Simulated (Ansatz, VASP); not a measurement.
This is a calculation of I for VASP 6.6.1.

The input INCAR:

```
SYSTEM = I
ALGO = Normal
EDIFF = 1E-6
ENCUT = 520
GGA = PE
ISIF = 2
ISMEAR = -1
LASPH = .TRUE.
LCHARG = .FALSE.
LREAL = .FALSE.
LWAVE = .FALSE.
NBANDS = 10
NELM = 100
PREC = Accurate
SIGMA = 0.05
```

KPOINTS

```
k-points
0
G
  5 5 5
  0 0 0
```

POSCAR

```
I
1.0
    0.0000000000      2.3656004428      3.9098401324
    2.1922454667      0.0000000000      3.9098401324
    2.1922454667      2.3656004428      0.0000000000
I
1
Direct
    0.0000000000      0.0000000000      0.0000000000
```

Potentials or basis: VASP PAW PBE potentials, release 64 (I).

Launch:

```console
$ cat potpaw_PBE.64/I/POTCAR > POTCAR
$ mpirun -np 1 vasp_std > vasp.out
```

Problem. Set up the same calculation for Ansatz 0.2.0. Potentials there: Ansatz PAW.

Solution. As run (the cutoff follows the program's own potentials):

input.yaml

```yaml
crystal:
  lattice:
    - [0.0, 2.3656004428, 3.9098401324]
    - [2.1922454667, 0.0, 3.9098401324]
    - [2.1922454667, 2.3656004428, 0.0]
  atoms:
    - { symbol: I, position: [0.0, 0.0, 0.0] }
hamiltonian:
  xc: pbe
  pseudopotentials: { kind: paw }
kpoints:
  mp_grid: { grid: [5, 5, 5] }
scf:
  occupations: { method: fermi_dirac, width: 0.05 }
output:
  forces: true
  stress: true
  eigenvalues: true
```

Potentials or basis: Ansatz PAW.

Command:

```bash
$ ansatz run input.yaml --threads 2 --pin off --max-ram 5120MiB --backend cpu --events-out ev --progress --plain --runs-dir out
```

Both were run:

|  | VASP | Ansatz | Ansatz less VASP |
| --- | --- | --- | --- |
| gap on the k mesh at the Fermi level (eV) | none | none | - |
| pressure (GPa) | 0.4 | 0.4 | +0.04 |
| largest component of the traceless stress (GPa) | 0.73 | 0.70 | -0.026 |

A gap of «none» marks a metal or a gap that the smearing closes. With one functional, cell and mesh, what is left measures potentials, basis and numerics. The two sets of potentials don't hold the same shells in valence.

Caveats: the k mesh is coarse (spacing up to 0.42 Å⁻¹), so the values aren't converged; an odd number of electrons without spin polarisation forces a metal; a magnetic or distorted state may lie lower. Spin-orbit coupling is left out, which matters for the levels of I.
